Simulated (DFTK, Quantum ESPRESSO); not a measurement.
This is a calculation of SnSe2 for DFTK 0.8.2. 

Contents of run.jl:

```julia
using DFTK
using PseudoPotentialData
using Unitful, UnitfulAtomic
using LinearAlgebra, Printf
include("save.jl")
disable_threading()

# lattice vectors are the columns
lattice = austrip(1u"Å") * [         3.811        -1.9055            0.0;
                      0.0   3.3004228138            0.0;
                      0.0            0.0          6.136]
symbols   = [:Sn, :Se, :Se]
positions = [[0.0, 0.0, 0.0],
             [0.6666666667, 0.3333333333, 0.751],
             [0.3333333333, 0.6666666667, 0.249]]
pseudopotentials = PseudoFamily("dojo.nc.sr.pbe.v0_4_1.standard.upf")
elements = Dict(s => ElementPsp(s, pseudopotentials) for s in unique(symbols))
atoms    = [elements[s] for s in symbols]

build_model(lattice, positions; symmetries=true) =
    model_DFT(lattice, atoms, positions;
              functionals=PBE(),
              temperature=austrip(0.05u"eV"),
              smearing=Smearing.FermiDirac(),
              symmetries)
Ecut  = 43.0  # hartree
kgrid = [8, 8, 5]
tol   = 1e-6
to_GPa = ustrip(uconvert(u"GPa", 1u"hartree/bohr^3"))

model = build_model(lattice, positions)
basis = PlaneWaveBasis(model; Ecut, kgrid)
display(basis)
scfres = self_consistent_field(basis;
                               tol,
                               nbandsalg=AdaptiveBands(model; n_bands_converge=29))
display(scfres.energies)
@printf "Fermi level: %.6f eV\n" ustrip(auconvert(u"eV", something(scfres.εF, NaN)))
forces = compute_forces_cart(scfres)
println("Forces (eV/Å)")
for (s, f) in zip(symbols, forces)
    @printf "%-3s %12.6f %12.6f %12.6f\n" s ustrip.(auconvert.(u"eV/Å", f))...
end
stress = compute_stresses_cart(scfres)
println("Stress (GPa)")
display(round.(stress * to_GPa; digits=4))
println("Levels at the first k-point (eV): ", round.(ustrip.(auconvert.(u"eV", scfres.eigenvalues[1][1:scfres.n_bands_converge])); digits=4))
save_scf!(scfres; forces, stress)
```

Potentials or basis: dojo.nc.sr.pbe.v0_4_1.standard.upf (PBE).

Launch:

```sh
$ julia --threads=1 run.jl  # save.jl only writes the numbers to a file and isn't shown; printed stress counts tension as positive; times include loading and compiling
```

Q: What does the same run look like in Quantum ESPRESSO 7.5? Potentials or basis there: SSSP 1.3 efficiency PBE, cutoff 816 eV.

A: As run (cutoffs and basis follow the program's own potentials, and thresholds, step limits or extra output files can differ):

The input pw.in:

```
&CONTROL
  calculation = 'scf'
  prefix = 'pwscf'
  outdir = './tmp'
  pseudo_dir = './pseudo'
  tprnfor = .true.
  tstress = .true.
  disk_io = 'low'
/
&SYSTEM
  ibrav = 0
  nat = 3
  ntyp = 2
  ecutwfc = 60
  ecutrho = 480
  nbnd = 20
  occupations = 'smearing'
  smearing = 'fd'
  degauss = 0.00367493
/
&ELECTRONS
  conv_thr = 6d-10
  electron_maxstep = 120
  mixing_beta = 0.5
/
ATOMIC_SPECIES
Sn   118.7100 Sn_pbe_v1.uspp.F.UPF
Se    78.9710 Se_pbe_v1.uspp.F.UPF
CELL_PARAMETERS angstrom
   3.8110000000    0.0000000000    0.0000000000
  -1.9055000000    3.3004228138    0.0000000000
   0.0000000000    0.0000000000    6.1360000000
ATOMIC_POSITIONS crystal
Sn     0.0000000000    0.0000000000    0.0000000000
Se     0.6666666667    0.3333333333    0.7510000000
Se     0.3333333333    0.6666666667    0.2490000000
K_POINTS automatic
8 8 5 0 0 0
```

File pp_density.in:

```
&INPUTPP
  prefix = 'pwscf'
  outdir = './tmp'
  filplot = 'density.dat'
  plot_num = 0
/
&PLOT
  nfile = 1
  filepp(1) = 'density.dat'
  iflag = 3
  output_format = 6
  fileout = 'density.cube'
/
```

The input pp_potential.in:

```
&INPUTPP
  prefix = 'pwscf'
  outdir = './tmp'
  filplot = 'potential.dat'
  plot_num = 11
/
&PLOT
  nfile = 1
  filepp(1) = 'potential.dat'
  iflag = 3
  output_format = 6
  fileout = 'potential.cube'
/
```

Potentials or basis: SSSP 1.3 efficiency PBE.

The run is started by

```sh
$ OMP_NUM_THREADS=1 pw.x -in pw.in > pw.out
$ OMP_NUM_THREADS=1 pp.x -in pp_density.in > pp_density.out
$ OMP_NUM_THREADS=1 pp.x -in pp_potential.in > pp_potential.out
```

Both were run:

|  | DFTK | Quantum ESPRESSO |
| --- | --- | --- |
| Pressure | 5.7 GPa | 5.6 GPa |
| Largest force | 0.817 eV/Å | 0.810 eV/Å |

The potentials hold 46 and 26 valence electrons a cell.

Pressure is positive in compression.
